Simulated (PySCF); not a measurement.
**How good is the calculation?**

Geometry:
| atom | x (Å) | y (Å) | z (Å) |
| --- | --- | --- | --- |
| O1 | 1.313 | -0.685 | 0.154 |
| C2 | 0.551 | 0.486 | -0.072 |
| C3 | -0.890 | 0.049 | -0.342 |
| O4 | -1.452 | -0.599 | 0.766 |
| H5 | 2.225 | -0.440 | 0.336 |
| H6 | 0.577 | 1.136 | 0.812 |
| H7 | 0.934 | 1.041 | -0.939 |
| H8 | -1.512 | 0.924 | -0.542 |
| H9 | -0.900 | -0.610 | -1.222 |
| H10 | -0.837 | -1.296 | 1.027 |

PySCF 2.14 calculation with GIAO PBE0/pcSseg-1 shieldings and structure optimised with GFN2-xTB; averaged over atoms made equivalent by symmetry, fast rotation or ring inversion, in vacuum, non-relativistic, single conformer.

Reference values: measured (solution, acetone-d6, 298 K; Fulmer et al., Organometallics 2010, 29, 2176).
```
atoms    quantity  reference  computed  computed, scaled
C2/C3  δ $^{13}$C       64.3      68.7              64.8
```

Reference values: measured (solution, CDCl3, 298 K; Fulmer et al., Organometallics 2010, 29, 2176).
| atoms | quantity | reference | computed | computed, scaled |
| --- | --- | --- | --- | --- |
| C2/C3 | δ $^{13}$C | 63.8 | 68.7 | 64.8 |
| H6/H7/H8/H9 | δ $^{1}$H | 3.76 | 4.00 | 3.86 |

Reference values: measured (solution, CD3CN, 298 K; Fulmer et al., Organometallics 2010, 29, 2176).
```json
{"atoms": "C2/C3", "quantity": "δ $^{13}$C", "reference": "64.2", "computed": "68.7", "computed, scaled": "64.8"}
{"atoms": "H6/H7/H8/H9", "quantity": "δ $^{1}$H", "reference": "3.51", "computed": "4.00", "computed, scaled": "3.86"}
```

Reference values: measured (solution, C6D6, 298 K; Fulmer et al., Organometallics 2010, 29, 2176).
```csv
atoms,quantity,reference,computed,"computed, scaled"
C2/C3,δ $^{13}$C,64.3,68.7,64.8
```

Computed shifts are σ(ref) − σ with the named reference compound (TMS for H and C) calculated as an isolated molecule at the same level. The measured values may be among those fitted. Expected solution values come from regression of measured δ (H and C: mostly CDCl3, vs TMS) on computed σ: $^{1}$H (scatter 0.17 ppm rms, 0.18 ppm with the 4 outliers that the fit left out); $^{13}$C (scatter 2.1 ppm rms, 2.3 ppm with the 13 outliers that the fit left out). A few per cent of atoms miss by over 2 rms, more outside the fitted compound classes. Hydrogens on heteroatoms aren't scaled, only referred to computed TMS.

Q: How far are the unscaled $^{13}$C shifts from the references?

A: Mean signed difference +4.55 ppm, mean absolute 4.55 ppm over 4 comparisons; the largest is +4.9 ppm at C2/C3 (sp3 CH2 bonded to O).

Q: How far are the unscaled $^{1}$H shifts from the references?

A: Mean signed difference +0.37 ppm, mean absolute 0.37 ppm over 2 comparisons; the largest is +0.49 ppm at H6/H7/H8/H9 (hydrogen on an sp3 CH2 bonded to O).

6 of the 24 published NMR values on file for this molecule are compared. The rest: values from further sources, protons in aromatic solvents.
